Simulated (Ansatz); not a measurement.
A series in volume per atom on ZnSe

Periodic Kohn-Sham DFT of a crystal at fixed atoms; pressure and stress are positive in compression; the energy is the free energy less that of spherical unpolarised free atoms; site moments are those in the method's own spheres, positive along +z. The results are calculated, by Ansatz 0.2.0.

Cell of the first row (space group F-43m, No. 216):
```
cell vectors (Å)
   0.0000     2.7760     2.7760
   2.7760     0.0000     2.7760
   2.7760     2.7760     0.0000
atoms (fractions of the cell vectors)
Zn  0.00000  0.00000  0.00000
Se  0.75000  0.75000  0.75000
```

Settings of every row: method all-electron LAPW; functional LDA; relativity scalar; k mesh 8x8x8; filling fermi-dirac; smearing width 0.03 eV; basis error target 1 meV/atom; nucleus gaussian.

Atom start moment: 0 on all atoms.

| row | volume per atom (Å³) | pressure (GPa) | energy less free atoms (eV/atom) |
| --- | --- | --- | --- |
| 1 | 21.391 | 0.636 | -3.6856 |
| 2 | 21.403 | 0.596 | -3.6856 |
| 3 | 21.846 | -0.86 | -3.6852 |
| 4 | 22.074 | -1.545 | -3.6835 |
| 5 | 22.301 | -2.191 | -3.6808 |
| 6 | 22.757 | ? | ? |
| 7 | 22.984 | -3.916 | -3.6677 |
| 8 | 23.212 | -4.426 | -3.6617 |
| 9 | 23.439 | -4.908 | -3.6551 |
| 10 | 23.667 | -5.361 | -3.6478 |
| 11 | 24.122 | -6.191 | -3.6313 |

Question: what pressure and energy less free atoms should row 6 give?

Worked fit of pressure. Take u = (V_r/V)^(2/3) − 1 with V_r = 22.642 Å³ an atom, which is twice the finite (Eulerian) strain; such expansions in the strain, on which the Birch-Murnaghan equation of state is built, carry the rest volume and the bulk modulus. The shown rows have u = 0.03862, 0.03823, 0.02415, 0.01708, 0.01017, -0.00994, -0.01644, -0.0228, -0.02909, -0.04133. Least squares give pressure = −3.0899 + 85.696 × u + 269.29 × u² + 271 × u³ GPa; a parabola predicts inner rows, each left out in turn, worse (root mean square 0.005 against 0.0014 GPa). The rows lie off it by -0.001, 0.001, -0.001, 0.001, -0.001, -0.001, 0.001, -0.001, 0.001, 0.000. The pressure vanishes at u = 0.0326, or V = 21.58 Å³ an atom, and there the bulk modulus at fixed shape and fractions is B = −V dP/dV = (2/3)(1 + u) dP/du = 71.7 GPa. The withheld row has u = -0.00337, so the fit gives −3.0899 + 85.696 × (-0.00337) + 269.29 × (-0.00337)² + 271 × (-0.00337)³ = -3.376 GPa.

The calculation gave -3.374 GPa. The fit lies 0.002 GPa (0.029 % of the column's range) below it; its largest miss of a shown row is 0.001 GPa.

Worked fit of energy less free atoms. Take u = (V_r/V)^(2/3) − 1 with V_r = 22.642 Å³ an atom, which is twice the finite (Eulerian) strain; such expansions in the strain, on which the Birch-Murnaghan equation of state is built, carry the rest volume and the bulk modulus. The shown rows have u = 0.03862, 0.03823, 0.02415, 0.01708, 0.01017, -0.00994, -0.01644, -0.0228, -0.02909, -0.04133. Least squares give energy less free atoms = −3.67518 − 0.6558 × u + 9.916 × u² + 2.4 × u³ eV/atom; a parabola predicts inner rows, each left out in turn, worse (root mean square 5.5e-05 against 3.2e-05 eV/atom). All shown rows lie on it to the printed digit. Its lowest point lies at u = 0.0327, or V = 21.58 Å³ an atom, and the curvature there gives the bulk modulus at fixed shape and fractions, B = (4/9)(1 + u)² E″(u)/V = 71.5 GPa. The withheld row has u = -0.00337, so the fit gives −3.67518 − 0.6558 × (-0.00337) + 9.916 × (-0.00337)² + 2.4 × (-0.00337)³ = -3.6729 eV/atom.

The calculation gave -3.6729 eV/atom. The fit meets it to the printed digit.
